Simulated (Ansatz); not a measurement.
Relaxed bulk HfN, space group Fm-3m (No. 225):

```
Hf N
1.0
     0.00000    2.27390    2.27390
     2.27390    0.00000    2.27390
     2.27390    2.27390    0.00000
Hf N
1 1
Direct
  0.50000 0.50000 0.50000
  0.00000 0.00000 0.00000
```

Miller indices refer to the conventional cell of Fm-3m (No. 225), a = 4.548 Å, b = 4.548 Å, c = 4.548 Å, α = 90.00°, β = 90.00°, γ = 90.00°.

The (100) slab of 5 planes, 9.1 Å thick with 15 Å of vacuum as cut; outer planes HfN (top) and HfN (bottom).

Method: DFT PBE, scalar-relativistic, plane waves, PAW (Ansatz). Settings: cutoff 420 eV, Γ-centred mesh 11×11×1 on the computed 10-atom cell, Gaussian smearing of 0.10 eV; no spin polarisation. The cell repeats along c with a dipole correction in the vacuum.

With the atoms at the bulk's places:

```yaml
Surface_energy_mean_of_both_faces: 1.69 J/m²
Work_function: 2.83 eV
```

(1) What changes when all atoms relax?

Slabs this thin can still miss converged surface energies by a few hundredths of a J/m² and work functions by about a tenth of an eV.

Spin-orbit coupling is left out, which matters for the bands of heavy elements. Spin polarisation was left out, and a magnetic state may lie lower. The electron density reaches far into the vacuum, where a semilocal potential decays too fast, so work functions are less certain.

## Answers

(1) The energy falls by 0.241 J/m² a face, and the largest move is 0.12 Å.

```json
{
 "Surface energy (mean of both faces)": "1.45 J/m²",
 "Work function": "2.33 eV"
}
```

```tsv
plane (bottom to top)	atoms	spacing to next, bulk (Å)	relaxed (Å)	change (%)	rumpling (Å)
1	HfN	2.274	2.264	-0.4	0.210
2	HfN	2.274	2.269	-0.2	0.030
3	HfN	2.274	2.269	-0.2	0.000
4	HfN	2.274	2.264	-0.4	0.030
5	HfN				0.210
```

Worked out: the slab's 10 atoms lie 1.868 eV above the same atoms in the bulk. Shared over two faces of 10.34 Å² this is 90.3 meV/Å², and 1 eV/Å² is 16.02 J/m², which gives 1.45 J/m². The cut crosses 2 bonds a cell (neighbours within 10 % of the shortest distances), so each costs 0.93 eV on this count. The top plane, flat in the bulk, buckles with N 0.21 Å above Hf: the anion outward, the common sense of rumpling on ionic faces.

Relaxation of HfN(100) is almost entirely a buckling of the outer planes: the mean spacings change by at most 0.4 %, while N ends up 0.21 Å above Hf. Each surface atom has lost the partner above it. Hf sinks towards the N beneath, probably strengthening that polar-covalent Hf d–N p bond, while N moves outward. The distortion fades quickly, with rumpling of only 0.030 Å in the next plane, as expected for a charge-neutral face of a metallic nitride that screens well.

The work function moves against the simple ionic picture. Negative ions shifted outward should raise it, yet it falls from 2.83 to 2.33 eV. This suggests that electronic redistribution, through rehybridisation and polarisation around the displaced N and Hf, outweighs the rigid-ion dipole, though the charge density would have to be analysed to confirm it. The 0.93 eV per cut bond is an averaged cleavage cost that includes the strengthening of the remaining bonds, not the strength of an isolated Hf–N bond.
